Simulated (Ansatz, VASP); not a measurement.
# Zr in VASP and in Ansatz

```
Zr
1.0
     0.00000    2.22925    2.22925
     2.22925    0.00000    2.22925
     2.22925    2.22925    0.00000
Zr
1
Cartesian
  0.0000 0.0000 0.0000
```

Alike in both runs: functional PBEsol; k mesh 6 × 6 × 6; occupations gaussian, width 0.1 eV; no spin polarisation.

Ansatz relaxed the structure, and its values are those at the end. VASP's run is a single point on that final structure, the one shown.

```csv
,VASP,Ansatz
version,VASP 6.6.1,Ansatz 0.2.0
potentials or method,"VASP PAW PBE potentials, release 64 (Zr_sv)","scalar-relativistic, plane waves, PAW"
plane-wave cutoff (eV),520,420
valence electrons in the cell,12,12
```

Ansatz gave:

* gap on the k mesh at the Fermi level (eV): none
* pressure (GPa): -0.2

Task: Estimate VASP's values.

Result: gap on the k mesh at the Fermi level (eV): none; pressure (GPa): -0.1.

A gap of «none» marks a metal or a gap that the smearing closes. The functional is the same, so the differences come from potentials, cutoffs and numerics.

Caveats: the k mesh is coarse (spacing up to 0.41 Å⁻¹), so the values aren't converged; the PAW data sets were made with another functional, which shifts forces and pressure a little (VASP).
